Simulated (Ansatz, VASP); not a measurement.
**Two plane-wave programs on Ge**

```
Ge
1.0
     0.00000    2.12729    2.12729
     2.12729    0.00000    2.12729
     2.12729    2.12729    0.00000
Ge
1
Direct
  0.00000 0.00000 0.00000
```

Alike in both runs: functional PBEsol; k mesh 6 × 6 × 6; occupations gaussian, width 0.1 eV; no spin polarisation.

Ansatz relaxed the structure, and its values are those at the end. VASP's run is a single point on that final structure, the one shown.

```csv
,VASP,Ansatz
version,VASP 6.6.1,Ansatz 0.2.0
potentials or method,"VASP PAW PBE potentials, release 64 (Ge_d)","scalar-relativistic, plane waves, PAW"
plane-wave cutoff (eV),520,420
valence electrons in the cell,14,14
```

|  | VASP | Ansatz | Ansatz less VASP |
| --- | --- | --- | --- |
| gap on the k mesh at the Fermi level (eV) | none | none | - |
| pressure (GPa) | -0.1 | 0.0 | +0.03 |

A gap of «none» marks a metal or a gap that the smearing closes.

Caveats: the k mesh is coarse (spacing up to 0.43 Å⁻¹), so the values aren't converged; the PAW data sets were made with another functional, which shifts forces and pressure a little (VASP).
